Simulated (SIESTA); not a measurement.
The system is Bi.

```
Bi
1.0
     4.65841    0.00000    0.00000
     0.00000    4.52639    0.00000
    -0.34597    0.00000    6.51195
Bi
4
Cartesian
  0.9120 1.1316 4.8757
  3.4005 3.3948 1.6362
  1.0780 1.1316 1.6207
  3.2345 3.3948 4.8913
```

```yaml
Program: SIESTA 5.4.2
Task: relaxation of cell and atoms
Functional: PBEsol
Potentials_or_basis: PseudoDojo 0.4 standard (PBEsol files)
Basis: DZP (energy shift 0.003 Ry; two zetas on semicore shells)
Grid_cutoff: 500 Ry
Energy_shift: 0.003 Ry
k_mesh: 4 × 4 × 3
Occupations: fermi-dirac, width 0.05 eV
Spin: no spin polarisation
```

At the start: pressure -1.1 GPa; volume 34.33 Å³/atom.

Q: Where does the relaxation end?

A: Over 15 steps the energy falls by 18.4 meV/atom and the volume is 33.68 Å³/atom (-1.9 %); space group C2/m (No. 12, to 0.05 Å).

The path:
| step | energy change (eV) | largest force (eV/Å) | pressure (GPa) | volume (Å³) |
| --- | --- | --- | --- | --- |
| 1 | 0.0000 | 0.0083 | -1.11 | 137.31 |
| 2 | -0.0109 | 0.0078 | -0.99 | 136.96 |
| 3 | -0.0251 | 0.0056 | 1.51 | 131.81 |
| 4 | -0.0673 | 0.0069 | -0.13 | 134.70 |
| 5 | -0.0704 | 0.0068 | 0.11 | 134.23 |
| 6 | -0.0707 | 0.0063 | 0.14 | 134.19 |
| 7 | -0.0713 | 0.0049 | 0.14 | 134.22 |
| 8 | -0.0724 | 0.0023 | 0.09 | 134.42 |
| 9 | -0.0738 | 0.0063 | -0.05 | 134.88 |
| 10 | -0.0742 | 0.0081 | -0.17 | 135.23 |
| 11 | -0.0742 | 0.0080 | -0.24 | 135.38 |
| 12 | -0.0742 | 0.0074 | -0.25 | 135.37 |
| 13 | -0.0740 | 0.0059 | -0.19 | 135.21 |
| 14 | -0.0738 | 0.0046 | -0.09 | 134.93 |
| 15 | -0.0734 | 0.0039 | 0.00 | 134.74 |

Final structure:
```
Bi
1.0
     4.65279    0.00000    0.09776
     0.00000    4.57951    0.00000
    -0.20427    0.00000    6.31927
Bi
4
Direct
  0.25016 0.25000 0.74897
  0.74984 0.75000 0.25103
  0.24916 0.25000 0.24896
  0.75084 0.75000 0.75104
```

Caveat: the basis of atomic orbitals isn't converged, which shifts pressures, moduli and gaps.
